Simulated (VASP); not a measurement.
Write the native input for VASP 6.6.1 that does the following.

- Task: single point
- Functional: LDA
- Potentials or basis: VASP PAW LDA potentials, release 64 (Mn_pv, O)
- Cutoff: 520 eV
- k mesh: 7 × 7 × 7
- Occupations: gaussian, width 0.05 eV
- Spin: collinear spin, random start
- Starting moments: [-4.67, 0.0] μB
- Hubbard terms: Mn d U = 5 eV
- Further INCAR settings: ALGO = Fast; EDIFF = 1e-06

The structure of MnO lies in POSCAR:

```
MnO
1.0
    0.0000000000      2.2220003300      2.2220003300
    2.2220003300      0.0000000000      2.2220003300
    2.2220003300      2.2220003300      0.0000000000
Mn O
1 1
Direct
    0.0000000000      0.0000000000      0.0000000000
    0.5000000000      0.5000000000      0.5000000000
```

These files were run (other wordings do the same):

INCAR

```
SYSTEM = MnO
  PREC = Accurate
  ENCUT = 520
  EDIFF = 1E-6
  ISMEAR = 0
  SIGMA = 0.05
  LREAL = .FALSE.
  LASPH = .TRUE.
  NELM = 150
  ALGO = Fast
  ISIF = 2
  LWAVE = .FALSE.
  LCHARG = .TRUE.
  ISPIN = 2
  MAGMOM = -4.67 0
  LORBIT = 11
  LMAXMIX = 4
  LDAU = .TRUE.
  LDAUTYPE = 2
  LDAUL = 2 -1
  LDAUU = 5 0
  LDAUJ = 0 0
  LDAUPRINT = 1
  GGA = CA
  LELF = .TRUE.
  LVHAR = .TRUE.
```

KPOINTS

```
regular mesh
0
G
  7 7 7
  0 0 0
```

Potentials or basis: VASP PAW LDA potentials, release 64 (Mn_pv, O).

Run with:

```sh
$ cat potpaw_LDA.64/Mn_pv/POTCAR potpaw_LDA.64/O/POTCAR > POTCAR
$ mpirun -np 1 vasp_std > vasp.out
```

Results of the run:

* Pressure: -4.3 GPa
* Band gap on the k mesh: 0.52 eV, indirect (least direct gap 2.73 eV)
* Net moment: -5.00 μB per cell
* Site moments: Mn -4.62; O -0.15 μB
* Valence electrons inside the program's atomic spheres: Mn 11.37; O 4.98

Caveat: an odd mesh through Γ misses points on the zone boundary, where band edges often lie; a cell with one magnetic atom can't hold antiferromagnetic order, which such compounds often take.

It took 8.6 s on 1 thread of Intel(R) Xeon(R) Platinum 8559C (Emerald Rapids) (shared host), peak memory 0.13 GiB.
